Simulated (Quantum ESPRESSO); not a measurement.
# Sb (R-3m) in Quantum ESPRESSO: further runs, part 3 of 4

Quantum ESPRESSO 7.5. Earlier steps stand in the parts before.

## (4) Wannier functions, PBEsol

Contents of pw.in:

```
&CONTROL
  calculation = 'scf'
  prefix = 'pwscf'
  outdir = './tmp'
  pseudo_dir = './pseudo'
  tprnfor = .true.
  tstress = .true.
  disk_io = 'low'
/
&SYSTEM
  ibrav = 0
  A = 4.50666183
  nat = 2
  ntyp = 1
  ecutwfc = 45
  ecutrho = 360
  nbnd = 22
  occupations = 'smearing'
  smearing = 'fd'
  degauss = 0.00367493
/
&ELECTRONS
  conv_thr = 4d-10
  electron_maxstep = 120
  mixing_beta = 0.5
/
ATOMIC_SPECIES
Sb   121.7600 sb_pbesol_v1.4.uspp.F.UPF
CELL_PARAMETERS alat
   0.4780034716    0.2759754330    0.8338766346
  -0.4780034716    0.2759754330    0.8338766346
   0.0000000000   -0.5519508660    0.8338766346
ATOMIC_POSITIONS alat
Sb     0.0000000000    0.0000000000    1.9175243375
Sb     0.0000000000    0.0000000000    0.5841055662
K_POINTS automatic
6 6 6 0 0 0
```

nscf.in is that of step 3.

Contents of pw2wan.in:

```
&INPUTPP
  prefix = 'pwscf'
  outdir = './tmp'
  seedname = 'w'
  write_mmn = .true.
  write_amn = .true.
/
```

bands.in is that of step 3.

Changes to w.win since step 3:

```diff
@@ -3,3 +3,3 @@
 guiding_centres = true
-dis_froz_max = 11.11
+dis_froz_max = 12.11
 dis_num_iter = 600
@@ -7,3 +7,3 @@
 dis_conv_tol = 1.0d-9
-num_iter = 1200
+num_iter = 0
 conv_tol = 1.0d-8
```

Potentials or basis: GBRV 1.5 PBEsol.

The run is started by

```bash
$ OMP_NUM_THREADS=1 pw.x -in pw.in > pw.out
$ OMP_NUM_THREADS=1 pw.x -in nscf.in > nscf.out
$ wannier90.x -pp w
$ OMP_NUM_THREADS=1 pw2wannier90.x -in pw2wan.in > pw2wan.out
$ wannier90.x w
$ OMP_NUM_THREADS=1 pw.x -in bands.in > bands.out
```

pw.out:

```text
This program is part of the open-source Quantum ESPRESSO suite
     for quantum simulation of materials; please cite
[... 9 lines left out ...]
     --------------------
     sticks:   dense  smooth     PW     G-vecs:    dense   smooth      PW
     Sum        1745     875    265                47101    16621    2837

     Using Slab Decomposition

     bravais-lattice index     =            0
     lattice parameter (alat)  =       8.5164  a.u.
     unit-cell volume          =     407.6768 (a.u.)^3
     number of atoms/cell      =            2
     number of atomic types    =            1
     number of electrons       =        30.00
     number of Kohn-Sham states=           22
     kinetic-energy cutoff     =      45.0000  Ry
     charge density cutoff     =     360.0000  Ry
     scf convergence threshold =      4.0E-10
     mixing beta               =       0.5000
     number of iterations used =            8  plain     mixing
     Exchange-correlation= SLA  PW   PSX  PSC
                           (   1   4  10   8   0   0   0)

     celldm(1)=   8.516357  celldm(2)=   0.000000  celldm(3)=   0.000000
     celldm(4)=   0.000000  celldm(5)=   0.000000  celldm(6)=   0.000000

     crystal axes: (cart. coord. in units of alat)
               a(1) = (   0.478003   0.275975   0.833877 )
               a(2) = (  -0.478003   0.275975   0.833877 )
               a(3) = (   0.000000  -0.551951   0.833877 )

     reciprocal axes: (cart. coord. in units 2 pi/alat)
               b(1) = (  1.046018  0.603918  0.399739 )
               b(2) = ( -1.046018  0.603918  0.399739 )
               b(3) = (  0.000000 -1.207837  0.399739 )

     PseudoPot. # 1 for Sb read from file:
     sb_pbesol_v1.4.uspp.F.UPF
     Pseudo is Ultrasoft + core correction, Zval = 15.0
     Generated by new atomic code, or converted to UPF format
     Using radial grid of  891 points,  6 beta functions with:
                l(1) =   0
                l(2) =   0
                l(3) =   1
                l(4) =   1
                l(5) =   2
                l(6) =   2
     Q(r) pseudized with  8 coefficients,  rinner =    1.350   1.350   1.350
                                                       1.350   1.350

     atomic species   valence    mass     pseudopotential
     Sb               15.00   121.76000     Sb( 1.00)

     12 Sym. Ops., with inversion, found

   Cartesian axes

     site n.     atom                  positions (alat units)
         1        Sb     tau(   1) = (   0.0000000   0.0000000   1.9175243  )
         2        Sb     tau(   2) = (   0.0000000   0.0000000   0.5841056  )

     number of k points=    32  Fermi-Dirac smearing, width (Ry)=  0.0037
                       cart. coord. in units 2pi/alat
        k(    1) = (   0.0000000   0.0000000   0.0000000), wk =   0.0092593
        k(    2) = (   0.0000000  -0.2013062   0.0666232), wk =   0.0555556
        k(    3) = (   0.0000000  -0.4026123   0.1332465), wk =   0.0555556
        k(    4) = (   0.0000000   0.6039185  -0.1998697), wk =   0.0277778
        k(    5) = (  -0.1743363  -0.1006531   0.1332465), wk =   0.0555556
        k(    6) = (  -0.1743363  -0.3019592   0.1998697), wk =   0.1111111
[... 24 lines left out ...]
        k(   31) = (   0.8716813   0.3019592  -0.1998697), wk =   0.0555556
        k(   32) = (   0.0000000   0.0000000  -0.5996091), wk =   0.0092593

     Dense  grid:    47101 G-vectors     FFT dimensions: (  54,  54,  54)

     Smooth grid:    16621 G-vectors     FFT dimensions: (  40,  40,  40)

     Check: negative core charge=   -0.000003

     Initial potential from superposition of free atoms

     starting charge      28.0000, renormalised to      30.0000
     Starting wfcs are   18 randomized atomic wfcs +    4 random wfcs

     Self-consistent Calculation

     iteration #  1     ecut=    45.00 Ry     beta= 0.50
     Davidson diagonalization with overlap
     ethr =  1.00E-02,  avg # of iterations =  6.3

     total energy              =    -368.77371450 Ry
     estimated scf accuracy    <       2.06921225 Ry
[... 43 lines left out ...]
     iteration #  8     ecut=    45.00 Ry     beta= 0.50
     Davidson diagonalization with overlap
     ethr =  2.15E-11,  avg # of iterations =  2.0

     End of self-consistent calculation

          k = 0.0000 0.0000 0.0000 (  2079 PWs)   bands (ev):

   -19.3063 -19.3063 -19.2172 -19.2172 -19.1931 -19.1034 -19.1034 -19.0979
   -19.0229 -19.0229  -2.6570   5.2286   8.0210   8.2993   8.2993  12.1690
    12.7887  12.7887  15.2136  15.2136  15.3396  16.6446

          k = 0.0000-0.2013 0.0666 (  2072 PWs)   bands (ev):

   -19.2955 -19.2906 -19.2120 -19.2082 -19.1863 -19.1106 -19.1091 -19.1041
   -19.0384 -19.0343  -2.3506   4.0675   8.0637   8.2334   8.7060  11.8723
    12.0671  12.1168  14.6252  15.1588  15.5240  18.5260

          k = 0.0000-0.4026 0.1332 (  2073 PWs)   bands (ev):

   -19.2702 -19.2485 -19.2014 -19.1847 -19.1671 -19.1336 -19.1300 -19.1137
   -19.0760 -19.0613  -1.4503   2.0294   8.1358   8.1603   9.2327  10.7565
    10.8300  11.0318  15.7389  16.6071  17.1798  20.7001

          k = 0.0000 0.6039-0.1999 (  2068 PWs)   bands (ev):

   -19.2544 -19.2078 -19.1946 -19.1719 -19.1604 -19.1517 -19.1376 -19.1277
   -19.1003 -19.0785  -0.2924   0.4268   8.1565   8.2594   9.7820   9.8487
    10.2341  10.5681  17.6660  18.4631  19.3026  19.3609

          k =-0.1743-0.1007 0.1332 (  2077 PWs)   bands (ev):

   -19.3047 -19.2765 -19.2152 -19.2044 -19.1840 -19.1138 -19.1119 -19.1002
   -19.0542 -19.0237  -2.2699   4.0375   7.3730   7.6804   9.5069  10.8268
    12.4249  13.3143  14.4069  15.9483  16.3174  17.6461

          k =-0.1743-0.3020 0.1999 (  2077 PWs)   bands (ev):

   -19.2912 -19.2444 -19.2063 -19.1922 -19.1689 -19.1334 -19.1191 -19.1087
   -19.0847 -19.0375  -1.5970   2.6950   6.9516   7.3553   8.4162  11.7802
    12.5165  12.8495  13.9824  17.2363  17.8215  19.3106

          k =-0.1743 0.7046-0.1332 (  2074 PWs)   bands (ev):
[... 13 lines left out ...]
   -19.2916 -19.2534 -19.2056 -19.1972 -19.1699 -19.1334 -19.1134 -19.1114
   -19.0727 -19.0383  -1.8312   2.9752   6.9027   8.8426   9.0700  10.6091
    10.8808  13.3564  14.3595  15.8380  17.7564  18.0279

          k =-0.3487-0.2013 0.2665 (  2081 PWs)   bands (ev):

   -19.3013 -19.2261 -19.2135 -19.1778 -19.1641 -19.1359 -19.1326 -19.1134
   -19.0943 -19.0255  -1.2030   2.7418   5.8962   6.7833   6.9581  11.8820
    14.1770  14.3580  14.9537  18.1287  18.5981  19.4065

          k =-0.3487 0.8052-0.0666 (  2079 PWs)   bands (ev):
[... 19 lines left out ...]
   -19.2959 -19.2959 -19.2130 -19.2130 -19.1890 -19.1066 -19.1066 -19.1017
   -19.0340 -19.0340  -2.4072   3.9803   8.3600   8.3600   8.8018  11.9853
    12.0119  12.0119  14.8598  15.6156  15.6156  18.0130

          k =-0.0000-0.2013 0.2665 (  2082 PWs)   bands (ev):

   -19.2866 -19.2723 -19.2045 -19.2042 -19.1817 -19.1139 -19.1125 -19.1098
   -19.0599 -19.0427  -1.9451   3.0222   6.7905   8.7546  10.1274  10.5574
    10.7971  13.4275  14.9952  15.6764  17.1759  18.0073

          k =-0.0000 0.8052-0.0666 (  2082 PWs)   bands (ev):
[... 13 lines left out ...]
   -19.2925 -19.2356 -19.2110 -19.1823 -19.1661 -19.1344 -19.1327 -19.1079
   -19.0875 -19.0361  -1.5460   2.6107   7.3262   7.4747   7.9411  11.6270
    12.1301  12.7812  14.1035  17.3484  17.7899  19.8380

          k =-0.1743-0.1007 0.3331 (  2094 PWs)   bands (ev):

   -19.2935 -19.2551 -19.2106 -19.1966 -19.1770 -19.1201 -19.1176 -19.1031
   -19.0788 -19.0355  -1.7226   2.7127   7.0616   7.4760   8.6750  11.8113
    12.6448  12.8165  14.3705  17.3760  17.9895  19.0584

          k =-0.1743 0.9059 0.0000 (  2083 PWs)   bands (ev):
[... 25 lines left out ...]
   -19.2845 -19.2220 -19.2032 -19.1765 -19.1530 -19.1473 -19.1343 -19.1186
   -19.0977 -19.0453   0.0146   1.3770   4.7553   5.6555   8.2378  12.0122
    13.3541  15.7340  16.0427  17.1777  20.2561  21.0166

          k = 0.6973-0.0000-0.1999 (  2084 PWs)   bands (ev):

   -19.2777 -19.2009 -19.1799 -19.1796 -19.1726 -19.1565 -19.1346 -19.1204
   -19.1056 -19.0551   0.4383   0.5244   5.2767   6.1824   8.8855  10.6149
    14.4893  14.5321  15.6994  15.8400  19.5798  20.0214

          k = 0.5230 0.3020-0.1999 (  2084 PWs)   bands (ev):
[... 37 lines left out ...]
   -19.2572 -19.2572 -19.1988 -19.1988 -19.1730 -19.1168 -19.1168 -19.1162
   -19.0764 -19.0764  -1.1127   1.0656   8.7817   8.7817   9.5847  10.2091
    10.2091  11.1640  17.0824  19.0553  19.0553  19.3635

     the Fermi energy is    10.1115 ev

!    total energy              =    -369.20280539 Ry
     estimated scf accuracy    <          1.3E-10 Ry
     smearing contrib. (-TS)   =      -0.00019960 Ry
     internal energy E=F+TS    =    -369.20260579 Ry

     The total energy is F=E-TS. E is the sum of the following terms:
     one-electron contribution =    -165.74041518 Ry
     hartree contribution      =      99.40007316 Ry
     xc contribution           =     -87.15329359 Ry
     ewald contribution        =    -215.70897018 Ry

     convergence has been achieved in   8 iterations

     Forces acting on atoms (cartesian axes, Ry/au):

     atom    1 type  1   force =    -0.00000000   -0.00000000   -0.00095116
     atom    2 type  1   force =     0.00000000    0.00000000    0.00095116

     Total force =     0.001345     Total SCF correction =     0.000009

     Computing stress (Cartesian axis) and pressure

          total   stress  (Ry/bohr**3)                   (kbar)     P=       -0.81
   0.00000060   0.00000000   0.00000000            0.09        0.00        0.00
   0.00000000   0.00000060  -0.00000000            0.00        0.09       -0.00
  -0.00000000   0.00000000  -0.00001769           -0.00        0.00       -2.60

=------------------------------------------------------------------------------=
   JOB DONE.
=------------------------------------------------------------------------------=
```

Run time: 2.7 min. Hardware: 1 thread of Arm Neoverse V2, shared host; peak memory 0.21 GiB.

Results:

```
Free energy                   : -5023.2601 eV
Pressure                      : -0.1 GPa
Largest force                 : 0.024 eV/Å
Band gap on the k mesh        : none (metal or under the smearing width)
Total Wannier spread          : 19.98 Å² over 8 functions
RMS miss of the Wannier bands : 0.036 eV
```

Forces in eV/Å, atoms in the order of the input:
```
Sb   0.000  0.000 -0.024
Sb   0.000  0.000  0.024
```

Levels at the corners of the path, in eV from the Fermi level:
| point | band 11 | band 12 | band 13 | band 14 | band 15 | band 16 | band 17 | band 18 | band 19 | band 20 |
| --- | --- | --- | --- | --- | --- | --- | --- | --- | --- | --- |
| Γ | -12.77 | -4.88 | -2.09 | -1.81 | -1.81 | 2.06 | 2.68 | 2.68 | 5.10 | 5.10 |
| L | -10.40 | -9.68 | -1.96 | -1.85 | -0.33 | -0.26 | 0.12 | 0.46 | 7.55 | 8.35 |
| B1 | -9.86 | -9.09 | -5.03 | -4.90 | -0.77 | 0.65 | 4.56 | 4.63 | 5.98 | 6.16 |
| B | -9.86 | -9.09 | -5.03 | -4.90 | -0.77 | 0.65 | 4.56 | 4.63 | 5.98 | 6.16 |
| Z | -11.22 | -9.05 | -1.33 | -1.33 | -0.53 | 0.10 | 0.10 | 1.05 | 6.97 | 8.94 |
| Γ | -12.77 | -4.88 | -2.09 | -1.81 | -1.81 | 2.06 | 2.68 | 2.68 | 5.10 | 5.10 |
| X | -9.87 | -9.16 | -5.34 | -3.21 | -2.97 | 2.78 | 3.15 | 4.09 | 5.90 | 7.27 |
| Q | -9.87 | -9.16 | -5.34 | -3.21 | -2.97 | 2.78 | 3.15 | 4.09 | 5.90 | 7.27 |
| F | -10.39 | -8.04 | -5.49 | -3.79 | -3.69 | 1.47 | 4.91 | 5.48 | 6.89 | 9.12 |
| P1 | -10.24 | -8.77 | -5.40 | -3.24 | -2.77 | 2.41 | 3.16 | 4.55 | 5.99 | 7.81 |
| Z | -11.22 | -9.05 | -1.33 | -1.33 | -0.53 | 0.10 | 0.10 | 1.05 | 6.97 | 8.94 |
| L | -10.40 | -9.68 | -1.96 | -1.85 | -0.33 | -0.26 | 0.12 | 0.46 | 7.55 | 8.35 |
| P | -10.24 | -8.77 | -5.40 | -3.24 | -2.77 | 2.41 | 3.16 | 4.55 | 5.99 | 7.81 |

Wannier functions:
| function | nearest atom | distance (Å) | spread (Å²) | on-site energy from the reference level (eV) |
| --- | --- | --- | --- | --- |
| 1 | 1 Sb | 0.01 | 1.60 | -8.40 |
| 2 | 1 Sb | 0.05 | 3.03 | -0.49 |
| 3 | 1 Sb | 0.08 | 2.68 | -0.45 |
| 4 | 1 Sb | 0.09 | 2.68 | -0.45 |
| 5 | 2 Sb | 0.01 | 1.60 | -8.40 |
| 6 | 2 Sb | 0.05 | 3.03 | -0.49 |
| 7 | 2 Sb | 0.08 | 2.68 | -0.45 |
| 8 | 2 Sb | 0.09 | 2.68 | -0.45 |

Parts of the spread (Å²): invariant 13.76, diagonal 0.063, off-diagonal 6.16, total 19.98. Against the direct bands the interpolation misses by 36 meV (root mean square) and 139 meV at most, for states up to 1 eV over the reference level.

Caveat: the k mesh is coarse; spin-orbit coupling is left out, which moves the levels of the heavy elements.

[end of part 3 of 4]
